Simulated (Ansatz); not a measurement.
The structure comes from a relaxation in the same program, started in the bcc type. Whether it is a known phase or the ground state wasn't checked. The listed cell was then made from it by scaling, straining or moving an atom.

An input for Rh: DFT, PBE, PAW with Ansatz's default frozen-core files, scalar-relativistic (Ansatz 0.2.0).

Command: `ansatz run input.yaml --threads 1 --pin off --max-ram 2048MiB --backend cpu --events-out ev --progress --plain --runs-dir out` The run took 2.5 s on 1 thread of Arm Neoverse V1, with other jobs on the host, peak memory 0.32 GiB.

```yaml
crystal:
  lattice:
    - [-1.5223259294, 1.5223259294, 1.5223259294]
    - [1.5223259294, -1.5223259294, 1.5223259294]
    - [1.5223259294, 1.5223259294, -1.5223259294]
  atoms:
    - { symbol: Rh, position: [0.0, 0.0, 0.0] }
kpoints:
  mp_grid: { grid: [16, 16, 16] }
scf:
  occupations: { method: fermi_dirac, width: 0.05 }
hamiltonian:
  xc: pbe
  pseudopotentials: { kind: paw }
output:
  forces: true
  stress: true
  eigenvalues: true
  efg: { contact_densities: true }
```

The results part of the log:

```
SCF 1 converged in 6 iterations: F = -6402.535861 eV  dr2 = 9.32e-10
  greatest PAW one-centre occupation: 1.000 electrons in one spin orbital (limit 2), on the Rh atom at site 0 (counted from 0), in its partial waves of l = 0
SCF converged after 6 iterations
Free energy (F): -6402.535861 eV
Harris-Foulkes:  -6402.535861 eV  (|F-HF|=4.88e-10)
Internal energy: -6402.513215 eV  (E = F + TS)
E sigma→0 (E₀):  -6402.524538 eV
Entropy (-TS):   -0.022646 eV (-22.646 meV/atom)
Fermi energy:    21.475879 eV
--- Per-component energies (eV) ---
  E_band       = -93.848226
  E_kinetic    = 573.728221
  E_local      = -1598.437727  (includes V_loc(G=0)·N_el)
  E_nonlocal   = 355.811604
  E_hartree    = 562.590706
  E_xc         = -221.692071
  E_vxc        = -278.282440  (∫ρ·V_xc dr)
  E_paw        = -3587.422418  (= ΣΔE_a)
  E_vpaw       = -271.851105  (= ΣTr[D̂ρ^β])
  E_aug_tail   = 0.000880  (compensation charges beyond the density's cutoff)
  E_ewald      = -2487.092410
  E_smearing   = -0.022646  (= −TS)
  E_closure    = -0.000000  (closes the sum)
  Σ components = -6402.535861   (vs F -6402.535861, Δ=0.00e0)
--- Forces (eV/Å), atoms counted from 1 ---
  atom   1  Rh     0.00000000    -0.00000000    -0.00000000
  max |Σ_I F_I| component: 9.04e-32 eV/Å
--- Stress (GPa, compression-positive) ---
        6.315797       0.000000       0.000000
        0.000000       6.315797       0.000000
        0.000000       0.000000       6.315797
  P = ⅓ Tr σ = 6.3158 GPa (63.158 kbar)
--- PAW observables at the nuclei: V_zz in 10²¹ V/m², potentials from the cell's mean, atoms counted from 1 ---
  atom   1  Rh V_zz =    -0.000000   η = 0.0000   by run symmetry: forbidden
            electrostatic potential = -7029.163065 V   contact ρ = 789882.422009 e/Å³
--- Band table (eV; the first three rows and the last of 145) ---
  k-point 0: bands = ["-56.9861", "-24.4909", "-24.4909", "-24.4909", "13.8936", "18.6302", "18.6302", "18.6302", "21.0424", "21.0424", "39.7293", "39.7293", "39.7293"]
  k-point 1: bands = ["-56.9820", "-24.5180", "-24.4999", "-24.4910", "14.0562", "18.5647", "18.6294", "18.7597", "20.9604", "21.0470", "39.7927", "39.8025", "39.9564"]
  k-point 2: bands = ["-56.9701", "-24.5944", "-24.5254", "-24.4909", "14.5178", "18.3830", "18.6194", "19.1398", "20.7787", "21.0636", "39.8151", "39.8559", "40.6168"]
  k-point 144: bands = ["-56.7937", "-24.9850", "-24.9850", "-24.9850", "15.7427", "15.7427", "22.5755", "22.5755", "22.5755", "30.9328", "30.9328", "30.9328", "40.4759"]
```
